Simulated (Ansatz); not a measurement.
## One atom moved over a plane in CdSe

Level of theory: DFT PBE, scalar-relativistic, plane waves, PAW in Ansatz 0.2.0. Cutoff 420 eV, Γ-centred 6×6×4 k-points, Gaussian smearing of 0.05 eV. No spin polarisation. Energies are free energies at this smearing, counted from the undisturbed cell; pressure is positive in compression.

The undisturbed cell (as given, not relaxed at this level; it stands at 3.0 GPa):

```
Cd Se
1.0
     4.29850    0.00000    0.00000
    -2.14925    3.72261    0.00000
     0.00000    0.00000    7.01520
Cd Se
2 2
Cartesian
  2.1492 1.2409 0.0000
  0.0000 2.4817 3.5076
  2.1492 1.2409 2.6307
  0.0000 2.4817 6.1383
```

Atom 1 (Cd) is moved by p along (0.000, 1.000, 0.000) and q along (0.000, 0.000, 1.000) (Å), all else fixed. Points are written (p, q).

Energy above the undisturbed cell in eV/cell (a dash: not computed):

```
 p \ q  -0.300  -0.150  0.000  0.150  0.300
-0.300    0.69    0.46   0.31   0.30   0.53
-0.150    0.30    0.14   0.06   0.13   0.44
 0.000    0.19    0.06   0.00   0.09   0.42
 0.150    0.27    0.12   0.05   0.12   0.44
 0.300    0.46    0.28   0.17   0.20   0.46
```

Pressure in GPa:

```csv
p \ q,-0.300,-0.150,0.000,0.150,0.300
-0.300,5.6,4.8,4.3,4.2,4.9
-0.150,4.1,3.5,3.3,3.5,4.5
0.000,3.7,3.2,3.0,3.3,4.4
0.150,4.0,3.5,3.2,3.4,4.4
0.300,4.8,4.1,3.7,3.8,4.6
```

Gap on the k-mesh in eV:

```
 p \ q  -0.300  -0.150  0.000  0.150  0.300
-0.300    0.56    0.65   0.64   0.54   0.40
-0.150    0.54    0.64   0.65   0.56   0.41
 0.000    0.54    0.65   0.67   0.59   0.44
 0.150    0.55    0.65   0.65   0.56   0.41
 0.300    0.62    0.70   0.68   0.56   0.40
```